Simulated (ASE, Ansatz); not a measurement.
# Twisted h-SiC/h-AlN monolayer on bilayer, 50.57° (222 atoms): support functions against a reference

Wanted: errors and times of a linear-scaling basis for twisted h-SiC/h-AlN monolayer on bilayer, 50.57° (222 atoms). A setting counts as converged where the r.m.s. difference of forces stays under 1 % of the r.m.s. force.

Calculated with Ansatz 0.2.0; Kohn-Sham DFT, PBEsol, PAW (set soft_2), plane waves.

## Step 1: The structure

The cell holds 222 atoms: 74 Si, 74 C, 37 Al and 37 N. Cell: a = 18.948 Å, b = 18.948 Å, c = 18.580 Å, α = 90.0°, β = 90.0°, γ = 120.0°. It derives from SiC and AlN. h-SiC (a = 3.1 Å) under h-AlN (a = 3.13 Å), monolayer on bilayer, commensurate cell of 37 unit cells a layer, twist 50.57 deg, both strained to the mean lattice constant; facing planes 3.19, 3.39 Å apart; 12 Å of vacuum; layers as built, displaced by a Gaussian of 0.01 Å. Regions: layer 1, 74 atoms (37 Si and 37 C); layer 2, 74 atoms (37 Si and 37 C); layer 3, 74 atoms (37 Al and 37 N). Vacuum lies along c.

What the set-up can't give: The functional has no dispersion term, which matters for the binding between molecules or layers. Beside vacuum, support functions can miss their usual error bounds without a warning. Sampling is at Γ alone, for a cell whose shortest periodic width is 16 Å.

## Step 2: Plane-wave single point

This run is the reference for what follows, at a cutoff of 420 eV.

input.yaml

```yaml
crystal:
  lattice:
    - [18.9478, 0.0, 0.0]
    - [-9.4739, 16.40928, 0.0]
    - [0.0, 0.0, 18.58]
  atoms:
    - { symbol: Si, position: [0.11771, 0.82899, 0.32384] }
    - { symbol: C, position: [0.12556, 0.73854, 0.32337] }
    - { symbol: Si, position: [0.1986, 0.01843, 0.32338] }
    - { symbol: C, position: [0.20771, 0.92763, 0.32316] }
    - { symbol: Si, position: [0.14427, 0.55862, 0.32304] }
    - { symbol: C, position: [0.15311, 0.46818, 0.32249] }
    - { symbol: Si, position: [0.22492, 0.74746, 0.32355] }
    - { symbol: C, position: [0.23323, 0.65829, 0.32172] }
    - { symbol: Si, position: [0.30723, 0.93773, 0.3224] }
    - { symbol: C, position: [0.31588, 0.84756, 0.3227] }
    - { symbol: Si, position: [0.09107, 0.09957, 0.3229] }
    - { symbol: C, position: [0.0985, 0.00884, 0.32347] }
    - { symbol: Si, position: [0.17152, 0.28815, 0.32223] }
    - { symbol: C, position: [0.18166, 0.19908, 0.32327] }
    - { symbol: Si, position: [0.25253, 0.47648, 0.32385] }
    - { symbol: C, position: [0.26091, 0.38719, 0.3234] }
    - { symbol: Si, position: [0.33309, 0.66661, 0.32184] }
    - { symbol: C, position: [0.34229, 0.57688, 0.32336] }
    - { symbol: Si, position: [0.41471, 0.85636, 0.32214] }
    - { symbol: C, position: [0.42365, 0.766, 0.32204] }
    - { symbol: Si, position: [0.49524, 0.04569, 0.32217] }
    - { symbol: C, position: [0.50447, 0.95493, 0.32387] }
    - { symbol: Si, position: [0.27889, 0.20612, 0.32302] }
    - { symbol: C, position: [0.28771, 0.11708, 0.32353] }
    - { symbol: Si, position: [0.36004, 0.39593, 0.32266] }
    - { symbol: C, position: [0.36882, 0.306, 0.3224] }
    - { symbol: Si, position: [0.44225, 0.58611, 0.32354] }
    - { symbol: C, position: [0.45085, 0.49575, 0.32245] }
    - { symbol: Si, position: [0.52222, 0.77424, 0.3222] }
    - { symbol: C, position: [0.53073, 0.68487, 0.32322] }
    - { symbol: Si, position: [0.60343, 0.96456, 0.32271] }
    - { symbol: C, position: [0.61266, 0.87381, 0.32374] }
    [... 184 atom lines left out ...]
    - { symbol: Al, position: [0.06351, 0.69342, 0.67752] }
    - { symbol: "N", position: [0.07348, 0.79374, 0.67692] }
    - { symbol: Al, position: [0.95457, 0.50346, 0.6776] }
    - { symbol: "N", position: [0.9643, 0.60351, 0.67654] }
    - { symbol: Al, position: [0.98258, 0.80281, 0.67869] }
    - { symbol: "N", position: [0.99057, 0.90102, 0.67666] }
kpoints:
  mp_grid: { grid: [1, 1, 1] }
hamiltonian:
  xc: pbesol
scf:
  occupations: { method: gaussian, width: 0.025 }
output:
  forces: true
  populations: intrinsic
  dos:
    method: { smearing: { sigma: 0.15 } }
    de: 0.1
    projected:
      site_lists:
        Al: [Al]
        C: [C]
        "N": ["N"]
        Si: [Si]
        layer_1: [0, 1, 2, 3, 4, 5, 6, 7, 8, 9, 10, 11, 12, 13, 14, 15, 16, 17, 18, 19, 20, 21, 22, 23, 24, 25, 26, 27, 28, 29, 30, 31, 32, 33, 34, 35, 36, 37, 38, 39, 40, 41, 42, 43, 44, 45, 46, 47, 48, 49, 50, 51, 52, 53, 54, 55, 56, 57, 58, 59, 60, 61, 62, 63, 64, 65, 66, 67, 68, 69, 70, 71, 72, 73]
        layer_2: [74, 75, 76, 77, 78, 79, 80, 81, 82, 83, 84, 85, 86, 87, 88, 89, 90, 91, 92, 93, 94, 95, 96, 97, 98, 99, 100, 101, 102, 103, 104, 105, 106, 107, 108, 109, 110, 111, 112, 113, 114, 115, 116, 117, 118, 119, 120, 121, 122, 123, 124, 125, 126, 127, 128, 129, 130, 131, 132, 133, 134, 135, 136, 137, 138, 139, 140, 141, 142, 143, 144, 145, 146, 147]
        layer_3: [148, 149, 150, 151, 152, 153, 154, 155, 156, 157, 158, 159, 160, 161, 162, 163, 164, 165, 166, 167, 168, 169, 170, 171, 172, 173, 174, 175, 176, 177, 178, 179, 180, 181, 182, 183, 184, 185, 186, 187, 188, 189, 190, 191, 192, 193, 194, 195, 196, 197, 198, 199, 200, 201, 202, 203, 204, 205, 206, 207, 208, 209, 210, 211, 212, 213, 214, 215, 216, 217, 218, 219, 220, 221]
  eigenvalues: true
  write_density: true
  write_potential: true
  volumetric_format: npy
```

Launch:

```bash
$ ansatz run input.yaml --threads 8 --pin off --max-ram 15872MiB --backend cpu --events-out ev --progress --plain --runs-dir out
```

Numbers of over 12 decimals in the logs are rounded to 6 here.

Log:

```text
Engine: ansatz 0.2.0, aarch64-unknown-linux-gnu
Pseudopotentials: kind: paw
Pseudopotential: Si, paw, valence charge 4, recommended cutoff 420 eV (normal), Si.paw.azcp
Pseudopotential: C, paw, valence charge 4, recommended cutoff 420 eV (normal), C.paw.azcp
Pseudopotential: Al, paw, valence charge 3, recommended cutoff 420 eV (normal), Al.paw.azcp
Pseudopotential: N, paw, valence charge 5, recommended cutoff 420 eV (normal), N.paw.azcp
[... 3 lines on functional and potentials left out ...]
Crystal: 222 atoms, lattice volume = 5776.889 Å³
Basis set: ecut = 420 eV, 113019 PW (Γ), exchange–correlation on 256×256×250 points (8 copies of the dense FFT grid, shifted against one another)
Bands: 666, of which v1, the nominal top of the filled ones, is band 444 counted from 1 (443 counted from 0)
Symmetry: 1 space group operations
Space group: P1 (ITA 1), of the structure as read, at distance tolerance 1.8e-4 Å
k-points: 1
[... 13 lines on functional and potentials left out ...]
Initial density: superposition of atomic densities (neutral atoms: chi_scale 0, normalization atom), corrected by the library's trained network
Initial wavefunctions: pseudopotential atomic-orbital guess
Functional: x = pbesol(κ = 0.804, μ = 0.123457), c = pbesol(β = 0.046)
SCF iter   1: F=—  HF=-97674.904466 eV  |F-HF|=—  |Δ(HF+E_count)|=         —  Δρ=4.96e-3  dr2=1.83e0  ethr=1.77e-3  ⟨swp⟩=10.0  Hψ=4304  notcnv=0  defer=119
preconditioner: auto → Resta (q_TF=auto, 1.997 Å⁻¹)  ε∞=3.0  [insulator: Δε(μ)=2.052 eV  Ē_g=10.284 eV  σ=0.025 eV  W_gap=1.00  n_scr=766 (ndim 8)  ℏωp=14.6 eV  f_vac=0.427  D(μ)=0.00/eV (n_scr^D=0)  ε∞_Penn≈3.0  vacuum switching on, ρ_ref=7.7e-3 e/Å³]
SCF iter   2: F=—  HF=-97674.538042 eV  |F-HF|=—  |Δ(HF+E_count)|=   3.66e-1  Δρ=1.59e-3  dr2=1.82e-1  ethr=2.06e-4  ⟨swp⟩=2.0  Hψ=1178  notcnv=0  defer=203
SCF iter   3: F=—  HF=-97674.532029 eV  |F-HF|=—  |Δ(HF+E_count)|=   6.01e-3  Δρ=7.92e-4  dr2=4.62e-2  ethr=2.05e-5  ⟨swp⟩=2.0  Hψ=741  notcnv=0  defer=203
SCF iter   4: F=—  HF=-97674.537614 eV  |F-HF|=—  |Δ(HF+E_count)|=   5.59e-3  Δρ=2.61e-4  dr2=5.37e-3  ethr=5.20e-6  ⟨swp⟩=2.0  Hψ=925  notcnv=0  defer=203
SCF iter   5: F=—  HF=-97674.537176 eV  |F-HF|=—  |Δ(HF+E_count)|=   4.38e-4  Δρ=7.49e-5  dr2=3.10e-4  ethr=6.05e-7  ⟨swp⟩=2.0  Hψ=907  notcnv=0  defer=203
SCF iter   6: F=—  HF=-97674.537275 eV  |F-HF|=—  |Δ(HF+E_count)|=   9.89e-5  Δρ=2.78e-5  dr2=7.54e-5  ethr=3.49e-8  ⟨swp⟩=2.0  Hψ=907  notcnv=0  defer=203
SCF iter   7: F=—  HF=-97674.535559 eV  |F-HF|=—  |Δ(HF+E_count)|=   1.72e-3  Δρ=8.52e-6  dr2=5.09e-6  ethr=8.49e-9  ⟨swp⟩=2.0  Hψ=926  notcnv=0  defer=203
SCF iter   8: F=—  HF=-97674.535561 eV  |F-HF|=—  |Δ(HF+E_count)|=   1.87e-6  Δρ=2.78e-6  dr2=7.04e-7  ethr=5.73e-10  ⟨swp⟩=2.0  Hψ=907  notcnv=0  defer=203
SCF iter   9: F=-97674.535562 eV  HF=-97674.535561 eV  |F-HF|=4.06e-8  |Δ(HF+E_count)|=   2.50e-7  Δρ=9.52e-7  dr2=8.44e-8  ethr=1.13e-11  ⟨swp⟩=26.0  Hψ=7340  notcnv=0
SCF 1 converged in 9 iterations: F = -97674.535562 eV  dr2 = 8.44e-8
  greatest PAW one-centre occupation: 0.790 electrons in one spin orbital (limit 2), on the N atom at site 187 (counted from 0), in its partial waves of l = 0
WARN: The output density's exchange-correlation potential varies sharply where the density is thin. Do not read a vacuum level from v_tot or v_xc, or from such a field of the output density. On a cell that repeats whose density bears no net charge and no dipole along the vacuum's axis use v_es (v_loc + v_h of the components); [...]
SCF converged after 9 iterations
Free energy (F): -97674.535562 eV
Harris-Foulkes:  -97674.535561 eV  (|F-HF|=4.06e-8)
Internal energy: -97674.535562 eV  (E = F + TS)
E sigma→0 (E₀):  -97674.535562 eV
Fermi energy:    1.601587 eV
--- Per-component energies (eV) ---
  E_band       = -4439.584597
  E_kinetic    = 15433.447606
  E_local      = -194821.942752  (includes V_loc(G=0)·N_el)
  E_nonlocal   = 5973.778134
  E_hartree    = 91132.176575
  E_xc         = -11241.522924
  E_vxc        = -11747.586392  (∫ρ·V_xc dr)
  E_paw        = -65351.487438  (= ΣΔE_a)
  E_vpaw       = -1541.552091  (= ΣTr[D̂ρ^β])
  E_aug_tail   = 0.004442  (compensation charges beyond the density's cutoff)
  E_ewald      = 61195.366068
  E_core_change = 5.644726  (= ΣΔE_core)
  E_smearing   = -0.000000  (= −TS)
  E_closure    = 0.000000  (closes the sum)
  Σ components = -97674.535562   (vs F -97674.535562, Δ=0.00e0)
--- Forces (eV/Å), atoms counted from 1 ---
  atom   1  Si    -0.41539072    -0.13244012    -0.02901711
  atom   2  C      0.25908253     0.06799072    -0.08812245
  atom   3  Si    -0.27376528    -0.55934410     0.06684854
  atom   4  C     -0.19594730     0.36709096    -0.11539426
  atom   5  Si     0.00094645    -0.08351234    -0.01396995
  atom   6  C      0.16079274     0.04042607    -0.09996370
  atom   7  Si    -0.25121825     0.62344903    -0.02379043
  atom   8  C      0.81567734    -0.37038330    -0.06734731
  atom   9  Si    -0.26477930    -0.54012504     0.15129651
  atom  10  C     -0.13370853    -0.29915392    -0.12078981
  atom  11  Si    -0.27997081    -0.08631030     0.13370701
  atom  12  C      0.45332104    -0.01188056    -0.11911096
  atom  13  Si    -0.33120052     0.02085467     0.17925931
  atom  14  C     -0.47713901    -0.40227717    -0.18131632
[...]
atom 221  Al     0.08680587    -0.37579048    -0.26771695
  atom 222  N      0.17841915     0.15752921     0.23390626
  max |Σ_I F_I| component: 3.53e-4 eV/Å
--- Band table (eV) ---
  k-point 0: bands = ["-13.5960", "-13.4363", "-13.2080", "-13.2053", [... 650 levels ...], "6.9831", "6.9945", "7.0009", "7.0090", "7.0105", "7.0212", "7.0311", "7.0373", "7.0479", "7.0530", "7.0574", "7.1555"]
--- intrinsic populations: 222 sites ---
  site symbol       q [e]
     0     Si      2.9386
     1      C      5.0380
     2     Si      2.9410
[...]
221      N      6.1306
  spilling = 0.000000 (of n_electrons = 888.000000)
```

Wall time 2.4 min (8 threads of Arm Neoverse V1, shared host); peak memory 8.7 GiB; 18 min of CPU time.

The program notes that the exchange-correlation potential is rough where the density is thin.

Read from the output:

| Property | Result |
| --- | --- |
| free energy | -97674.5356 eV |
| free energy per atom | -439.9754 eV/atom |
| SCF cycles | 9 |
| r.m.s. force component | 0.3138 eV/Å |
| longest force | 1.118 eV/Å |
| Fermi energy | 1.602 eV |
| gap (highest filled to lowest empty level) | 2.001 eV |

Length of the force by element:

```csv
element,coordination,atoms,mean length of the force (eV/Å),spread,least,most
Al,all,37,0.515,0.180,0.171,0.923
C,all,74,0.483,0.213,0.0868,1.01
N,all,37,0.561,0.221,0.221,1.12
Si,all,74,0.476,0.224,0.0631,1.02
```

Intrinsic-atomic-orbital charges by element:

```csv
element,coordination,atoms,mean charge (e),spread,least,most
Al,all,37,1.12,0.005,1.11,1.13
C,all,74,-1.04,0.0094,-1.07,-1.02
N,all,37,-1.13,0.0047,-1.14,-1.13
Si,all,74,1.05,0.0149,1.02,1.08
```

By region:

```csv
region,atoms,mean length of the force (eV/Å),net charge (e)
layer 1,74,0.478,1.01
layer 2,74,0.481,-0.34
layer 3,74,0.538,-0.67
```

Density of states as counts of states in windows of 1 eV (from the Fermi level), total and the larger projections:

```csv
from (eV),to (eV),total,layer 1,C p,layer 2,layer 3,Si p,N p
-10,-9,3.7,3.4,1.9,0.3,0.0,0.6,0.0
-9,-8,67.8,32.5,34.1,34.8,0.1,8.6,0.0
-8,-7,5.6,4.9,2.9,0.6,0.0,0.9,0.0
-7,-6,75.6,31.8,35.5,33.5,9.7,15.9,6.5
-6,-5,66.4,20.4,16.8,10.3,35.3,12.5,23.9
-5,-4,128.5,49.7,59.1,46.5,31.1,31.4,21.6
-4,-3,120.0,37.7,51.7,36.8,44.1,21.3,34.0
-3,-2,123.9,25.9,41.9,31.2,64.7,14.9,54.2
-2,-1,71.1,11.6,29.9,23.9,33.5,5.5,30.5
-1,0,3.6,0.4,2.2,1.9,1.2,0.1,1.1
0,1,7.2,4.7,1.0,1.6,0.2,5.2,0.1
1,2,46.7,23.7,6.7,16.6,2.9,32.0,0.6
2,3,86.5,35.1,12.5,26.1,9.8,28.9,1.5
3,4,95.2,28.2,15.2,28.5,16.8,20.0,3.1
4,5,126.3,23.9,14.6,24.0,48.4,16.1,6.4
```

Between -16 and -10 eV lie 222 more states.

The levels nearest the highest filled one (over half full), pooled over k-points and spins:

```csv
level less the highest filled one (eV),occupation
-0.097,2
-0.0886,2
-0.08,2
-0.0699,2
-0.0121,2
0,2
2.00,0
2.01,0
2.02,0
2.03,0
2.04,0
2.05,0
```

Planar average of the electrostatic potential energy along the normal, with the Fermi level as zero, after a running mean with a triangular window 4 Å wide at its base:

```csv
height (Å),potential energy (eV)
0.0,3.92
0.6,3.89
1.0,3.88
1.6,3.85
2.1,3.83
2.7,3.76
3.1,3.62
3.7,2.84
4.2,1.15
4.8,-2.47
5.2,-5.39
5.8,-8.21
6.4,-7.71
6.8,-5.77
7.4,-4.03
7.9,-4.13
8.5,-6.05
8.9,-7.75
9.5,-7.48
10.0,-5.38
10.6,-2.52
11.0,-1.45
11.6,-2.11
12.0,-3.51
12.6,-4.41
13.2,-2.99
13.7,-1.04
14.3,1.59
14.7,3.01
15.3,3.82
15.8,3.97
16.4,3.99
16.8,3.99
17.4,3.96
17.8,3.95
18.4,3.92
```

Electrostatic potential energy in the ca plane at fractional y = 0.000, with atoms of C and Si and Al and N within 0.2 Å of it. With pseudopotentials it is smooth inside the atoms' cores, unlike the true potential.

Ten even steps from '0' (-31 eV) to '9' (6 eV), each cell a mean:
```
999999999999999987789999973348999999999999999999999999
999999999999998510126899999999999995225999999999999999
999999999999998510016899998899999995113999999999999999
999999999999999863368999852236899975555799999999999999
999999999999999830048998610004799864554589999999999999
999999999999999986789999874468999987667899999999999999
999999999999999988899999971048999999999999999999999999
999999999999999987789999986578999998878999999999999999
999999999999998741147899988789999998547999999999999999
999999999999998752358999998889999999768999999999999999
999999999999999987789999875568999987557899999999999999
999999999999999875578999864357899986556899999999999999
999999999999998753368999988889999998778999999999999999
999999999999999877789999987678999998778999999999999999
999999999999999974479999751037899875444789999999999999
999999999999999876678999874468999987656899999999999999
999999999999999988889999973268999999999999999999999999
999999999999999988889999974368999999889999999999999999
999999999999998732247899988889999997447999999999999999
999999999999998500006899999899999995004999999999999999
999999999999999864468999863357899986556899999999999999
999999999999999810028998600003799854674589999999999999
999999999999999975579999853247999986556799999999999999
999999999999999999999999940017999999999999999999999999
```
Columns run along c (18.6 Å; values clipped at the 3rd and 97th percentile), rows up along a (18.9 Å). Atoms in or near the plane, at fractional coordinates: C at (0.32, 0.10), Si at (0.32, 0.90), C at (0.50, 0.00), Si at (0.49, 0.10), Al at (0.68, 0.09), N at (0.68, 0.91).

Valence density in the ca plane at fractional y = 0.000, with atoms of C and Si and Al and N within 0.2 Å of it. It is the smooth field of the valence electrons, not physical close to the nuclei.

Values in e/Å³, 13 rows by 16 columns, each cell a mean:
```
0.0 0.0 0.0 0.0 0.1 0.2 0.1 0.4 0.5 0.1 0.6 0.5 0.0 0.0 0.0 0.0
0.0 0.0 0.0 0.0 0.2 0.5 0.1 0.1 0.2 0.1 1.0 1.0 0.0 0.0 0.0 0.0
0.0 0.0 0.0 0.0 0.4 1.1 0.2 0.3 0.3 0.1 0.1 0.1 0.0 0.0 0.0 0.0
0.0 0.0 0.0 0.0 0.1 0.2 0.1 0.6 0.8 0.1 0.1 0.1 0.0 0.0 0.0 0.0
0.0 0.0 0.0 0.0 0.2 0.5 0.1 0.2 0.3 0.1 0.6 0.6 0.0 0.0 0.0 0.0
0.0 0.0 0.0 0.0 0.2 0.4 0.1 0.4 0.4 0.1 0.3 0.3 0.0 0.0 0.0 0.0
0.0 0.0 0.0 0.0 0.2 0.6 0.1 0.2 0.3 0.1 0.4 0.4 0.0 0.0 0.0 0.0
0.0 0.0 0.0 0.0 0.2 0.5 0.1 0.4 0.4 0.1 0.2 0.2 0.0 0.0 0.0 0.0
0.0 0.0 0.0 0.0 0.2 0.6 0.1 0.3 0.4 0.1 0.2 0.2 0.0 0.0 0.0 0.0
0.0 0.0 0.0 0.0 0.1 0.2 0.1 0.5 0.7 0.1 0.2 0.2 0.0 0.0 0.0 0.0
0.0 0.0 0.0 0.0 0.2 0.4 0.1 0.1 0.1 0.1 1.1 1.1 0.0 0.0 0.0 0.0
0.0 0.0 0.0 0.0 0.4 1.2 0.2 0.2 0.2 0.1 0.2 0.2 0.0 0.0 0.0 0.0
0.0 0.0 0.0 0.0 0.1 0.3 0.1 0.7 0.9 0.1 0.1 0.1 0.0 0.0 0.0 0.0
```
Columns run along c (18.6 Å), rows up along a (18.9 Å). Atoms in or near the plane, at fractional coordinates: C at (0.32, 0.10), Si at (0.32, 0.90), C at (0.50, 0.00), Si at (0.49, 0.10), Al at (0.68, 0.09), N at (0.68, 0.91).

Mean intrinsic-atomic-orbital charges: Al +1.12, C -1.04, N -1.13, Si +1.05 e. The potential slopes across the vacuum by 0.039 eV/Å: the slab bears a dipole, and with periodic images along the normal there is no flat vacuum level to read.

[end of part 1 of 2]

[Logs are printed without paths, hosts, clocks, repeated set-up lines and the standing remarks that a program may print on its own settings, such as how far it seeks lower states.]

[Hosts, paths, dates, database ids (printed as entryN), source tags and the programs' standing remarks are cut or masked in the printed files.]
